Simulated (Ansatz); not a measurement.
**Carbon, bcc under PBEsol: ground state and equation of state**

Aim: take carbon in the bcc structure, relax it, solve it on a dense k-mesh, then scale the cell to 7 volumes from 88 to 112 % of the relaxed one and try a fit of the equation of state. Spin polarisation is left out. The k-meshes are 18×18×18 for the relaxation; 31×31×31 for the dense run; 21×21×21 for the volumes.

Computed with Ansatz 0.2.0 (DFT PBEsol, plane waves (420 eV) with PAW, scalar-relativistic; PBE-made PAW files, unless a step says otherwise).

### Step 1. The starting structure

Symmetry: Im-3m, No. 229, cubic system. The conventional cell has a = 2.365 Å, b = 2.365 Å, c = 2.365 Å, α = 90.00°, β = 90.00°, γ = 90.00°. C (site symmetry m-3m) has 8 C at 2.05 Å as nearest neighbours.

As a file:

```xyz
1
Lattice="-1.1826 1.1826 1.1826 1.1826 -1.1826 1.1826 1.1826 1.1826 -1.1826" Properties=species:S:1:pos:R:3 pbc="T T T"
C     0.0000    0.0000    0.0000
```

### Step 2. Relaxation of the cell

File input.yaml:

```yaml
crystal:
  lattice:
    - [-1.1826249197, 1.1826249197, 1.1826249197]
    - [1.1826249197, -1.1826249197, 1.1826249197]
    - [1.1826249197, 1.1826249197, -1.1826249197]
  atoms:
    - { symbol: C, position: [0.0, 0.0, 0.0] }
hamiltonian:
  xc: pbesol
  pseudopotentials:
    kind: paw
    azcp:
      C: "pseudopotentials/C.paw.azcp"
basis:
  ecutwfc: 420
  fft_grid_basis: typed
kpoints:
  mp_grid: { grid: [18, 18, 18], shift: [0, 0, 0] }
magnetization:
  spin_polarized: false
scf:
  occupations: { method: fermi_dirac, width: 0.1 }
relax:
  max_steps: 60
  f_tol: 0.01
  cell: {}
```

Further steps of the session: Dense single point; Equation of state: 88 %; Equation of state: 92 %; Equation of state: 96 %; Equation of state: 100 %; Equation of state: 104 %; Equation of state: 108 %; Equation of state: 112 %.

**Question.** What will these runs give? Wanted: space group; conventional cell; volume; shortest distance; gap on the mesh; relative to graphite; V₀, B₀, B₀′.

**Answer**, as computed:

| quantity | value |
| --- | --- |
| space group (spins left aside) | Im-3m (No. 229) |
| conventional cell | a = 2.344 Å |
| volume | 6.440 Å³/atom |
| shortest distance | 2.030 Å |
| gap on the mesh | none (levels filled in part) |
| relative to graphite | +4228 meV/atom |
| V₀, B₀, B₀′ | 6.423 Å³/atom, 215 GPa, 4.0 |

In words: From the guessed start the volume shrank by 2.7 % in 7 steps. It lies 4228 meV/atom above the element's reference form at the same level (graphite, from a run of its own), so it is far from stable. No gap shows: it is a metal or semimetal at this level. The fitted modulus is 215 GPa. Relaxation kept the symmetry; phonons were not checked.
